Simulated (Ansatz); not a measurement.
The system is AlV2C.

```
V Al C
1.0
     2.88760    0.00000    0.00000
    -1.44380    2.50073    0.00000
     0.00000    0.00000   13.10482
V Al C
4 2 2
Direct
  0.33333 0.66667 0.91362
  0.66667 0.33333 0.08638
  0.66667 0.33333 0.41362
  0.33333 0.66667 0.58638
  0.66667 0.33333 0.75000
  0.33333 0.66667 0.25000
  0.00000 0.00000 0.50000
  0.00000 0.00000 0.00000
```

The cell comes from a database or a generator and needn't be the stable form of this composition.

```yaml
Program: Ansatz 0.2.0
Task: single point
Functional: PBEsol
Potentials_or_basis: Ansatz PAW
Cutoff: "420 eV (not typed: the program's choice for these potentials)"
k_mesh: 11 × 11 × 2
Occupations: fermi-dirac, width 0.05 eV
Spin: collinear spin, ferromagnetic start
Starting_moments: "[2.0, 2.0, 2.0, 2.0, 0.0, 0.0, 0.0, 0.0] μB"
```

On this cell: pressure -3.8 GPa; largest force 0.477 eV/Å; net moment 0.00 μB per cell; band gap on the k mesh none (metal or under the smearing width).

The same run follows on a disturbed copy (atoms moved at random, drawn with an rms of 0.05 Å):

```
V Al C
1.0
     2.88760    0.00000    0.00000
    -1.44380    2.50073    0.00000
     0.00000    0.00000   13.10482
V Al C
4 2 2
Direct
  0.31809 0.65010 0.91423
  0.67445 0.32110 0.08488
  0.65843 0.33339 0.41243
  0.33123 0.68075 0.58535
  0.66351 0.33142 0.74736
  0.34429 0.67667 0.24979
  0.98037 0.98478 0.49697
  0.00309 0.01206 0.00002
```

What does the disturbed cell give?

The energy (extrapolated to zero smearing) moves by +12.7 meV/atom; pressure -2.9 GPa; largest force 1.383 eV/Å; net moment 0.00 μB per cell; band gap on the k mesh none (metal or under the smearing width).

Forces in eV/Å, atoms in the order of the input:
```
V    0.141  0.793  0.017
V   -0.598  0.665 -0.020
V   -0.019 -0.348  0.305
V   -0.054 -0.719 -0.718
Al  -0.051  0.016  0.277
Al  -0.044 -0.118 -0.137
C    0.203  1.021  0.413
C    0.421 -1.310 -0.136
```

Stress tensor (GPa, compression positive):
```
-2.97 -0.32 -0.78
-0.32 -2.57 -0.43
-0.78 -0.43 -3.29
```

Caveats: the PAW data sets come from PBE, with cores solved anew for the run's functional, which leaves a small shift of forces and pressure; the starting moments weren't kept.
